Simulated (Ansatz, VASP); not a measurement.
SiC in VASP and in Ansatz

File INCAR:

```
ALGO     = Normal         # electronic algorithm
EDIFF    = 1E-7           # SCF threshold, eV
ENCUT    = 520            # plane-wave cutoff, eV
GGA      = PE             # functional
ISIF     = 2              # what is computed and relaxed
ISMEAR   = 0              # smearing method
LASPH    = T              # aspherical terms in the spheres
LCHARG   = F              # write CHGCAR
LREAL    = F              # projectors in reciprocal space
LWAVE    = F              # write WAVECAR
NBANDS   = 11             # bands
NELM     = 80             # most SCF steps
PREC     = Accurate       # precision mode
SIGMA    = 0.05           # smearing width, eV
```

Contents of KPOINTS:

```
k-points
0
Gamma
  12 12 12
```

The input POSCAR:

```
SiC
1.0
    0.0000000000      2.2539477295      2.2539477295
    2.2539477295      0.0000000000      2.2539477295
    2.2946690518      2.2946690518     -0.0407213223
Si C
1 1
Direct
    0.0000000000      0.0000000000      0.0000000000
    0.7500000000      0.7500000000      0.7500000000
```

Input for Ansatz:

```yaml
crystal:
  lattice:
    - [0.0, 2.2539477295, 2.2539477295]
    - [2.2539477295, 0.0, 2.2539477295]
    - [2.2946690518, 2.2946690518, -0.0407213223]
  atoms:
    - { symbol: Si, position: [0.0, 0.0, 0.0] }
    - { symbol: C, position: [0.75, 0.75, 0.75] }
basis:
  ecutwfc: 520.0
kpoints:
  mp_grid: { grid: [12, 12, 12] }
hamiltonian:
  xc: pbe
  pseudopotentials: { kind: paw, azcp: { folder: soft_1 } }
scf:
  occupations: { method: gaussian, width: 0.05 }
output:
  forces: true
  stress: true
  eigenvalues: true
  write_density: true
  write_potential: true
  elf: true
  volumetric_format: npy
```

Alike in both runs: task single point; functional PBE; k mesh 12 × 12 × 12; occupations gaussian, width 0.05 eV; no spin polarisation.

```csv
,VASP,Ansatz
version,VASP 6.6.1,Ansatz 0.2.0
potentials or method,"VASP PAW PBE potentials, release 64 (Si, C)","scalar-relativistic, plane waves, PAW"
plane-wave cutoff (eV),520,520
valence electrons in the cell,8,8
```

VASP gave:

| Item | Value |
| --- | --- |
| gap on the k mesh at the Fermi level (eV) | 1.41 |
| least direct gap on the mesh (eV) | 4.27 |
| pressure (GPa) | -19.1 |
| largest component of the traceless stress (GPa) | 3.37 |
| rms of the force components (eV/Å) | 0.026 |

Q: What did Ansatz give for the same quantities?

A: gap on the k mesh at the Fermi level (eV): 1.41; least direct gap on the mesh (eV): 4.27; pressure (GPa): -19.1; largest component of the traceless stress (GPa): 3.35; rms of the force components (eV/Å): 0.026.

Atom by atom the forces differ by 0.000 eV/Å (rms over components).

Caveats: so large a pressure means that the cell lies far from this level's equilibrium, or that cutoff or potentials fall short (VASP). A k mesh can miss the band edges.
